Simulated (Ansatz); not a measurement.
# C: the cost of one run

Method: DFT PBE, scalar-relativistic, plane waves, PAW, in Ansatz 0.2.0.

## Step 1: Starting point

Symmetry: P6_422, No. 181, hexagonal system. The conventional cell has a = 3.875 Å, b = 3.875 Å, c = 2.459 Å, α = 90.00°, β = 90.00°, γ = 120.00°. Around C (site symmetry 2) lie 3 C at 1.45 to 1.46 Å.

Coordinates:

```cif
data_structure
_symmetry_space_group_name_H-M 'P 1'
_symmetry_Int_Tables_number 1
_cell_length_a 3.8753
_cell_length_b 3.8753
_cell_length_c 2.4591
_cell_angle_alpha 90.000
_cell_angle_beta 90.000
_cell_angle_gamma 120.000
_cell_volume 31.98
loop_
_atom_site_label
_atom_site_type_symbol
_atom_site_fract_x
_atom_site_fract_y
_atom_site_fract_z
_atom_site_occupancy
C1 C 0.31277 0.00000 0.50000 1
C2 C 0.00000 0.31277 0.83333 1
C3 C 0.68723 0.68723 0.16667 1
C4 C 0.68723 0.00000 0.50000 1
C5 C 0.00000 0.68723 0.83333 1
C6 C 0.31277 0.31277 0.16667 1
```

A structure generator made this guess: 3-connected net of one element (P6_422, No. 181). Its size is a rough estimate.

## Step 2: A first look at the guess

The input, input.yaml:

```yaml
crystal:
  lattice:
    - [3.87531178, 0.0, 0.0]
    - [-1.93765589, 3.35611845, 0.0]
    - [0.0, 0.0, 2.45907893]
  atoms:
    - { symbol: C, position: [0.31277466, 0.0, 0.5] }
    - { symbol: C, position: [0.0, 0.31277466, 0.83333333] }
    - { symbol: C, position: [0.68722534, 0.68722534, 0.16666667] }
    - { symbol: C, position: [0.68722534, 0.0, 0.5] }
    - { symbol: C, position: [0.0, 0.68722534, 0.83333333] }
    - { symbol: C, position: [0.31277466, 0.31277466, 0.16666667] }
basis:
  ecutwfc: 420
kpoints:
  mp_grid: { grid: [6, 6, 8] }
hamiltonian:
  xc: pbe
scf:
  occupations: { method: gaussian, width: 0.1 }
  lower_state_search: "off"
output:
  forces: true
  stress: true
  eigenvalues: true
```

Launch:

```
$ ansatz run input.yaml --threads 1 --pin off --max-ram 2560MiB --backend cpu --events-out ev --progress --plain --runs-dir out
```

Q: Estimate wall time and peak memory on 1 thread of Arm Neoverse V1, shared host.

About 2.1 s, with a peak of 0.28 GiB.
